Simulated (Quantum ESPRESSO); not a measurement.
The system is TiC.

```
CELL_PARAMETERS angstrom
0.00000 2.16572 2.16572
2.16572 0.00000 2.16572
2.16572 2.16572 0.00000
ATOMIC_POSITIONS crystal
Ti 0.00000 0.00000 0.00000
C 0.50000 0.50000 0.50000
```

The cell is a database's computed one.

```yaml
Program: Quantum ESPRESSO 7.5
Task: single point
Functional: PBEsol
Potentials_or_basis: GBRV 1.5 PBEsol
Cutoff: 612 eV
Density_cutoff: 4898 eV
k_mesh: 11 × 11 × 11
Occupations: fermi-dirac, width 0.05 eV
Spin: no spin polarisation
```

On this cell: pressure -6.8 GPa; largest force zero by symmetry; band gap on the k mesh none (metal or under the smearing width).

The same run follows on a disturbed copy (atoms moved at random, drawn with an rms of 0.05 Å):

```
Ti C
1.0
     0.00000    2.16572    2.16572
     2.16572    0.00000    2.16572
     2.16572    2.16572    0.00000
Ti C
1 1
Direct
  0.98208 0.02153 0.99282
  0.48439 0.50743 0.51417
```

What changes?

The energy (extrapolated to zero smearing) moves by +8.3 meV/atom; pressure -6.3 GPa; largest force 0.551 eV/Å; band gap on the k mesh none (metal or under the smearing width).

Forces in eV/Å, atoms in the order of the input:
```
Ti   0.147  0.474 -0.239
C   -0.147 -0.474  0.239
```

Stress tensor (GPa, compression positive):
```
-6.60 -0.13  0.07
-0.13 -5.93  0.21
 0.07  0.21 -6.48
```
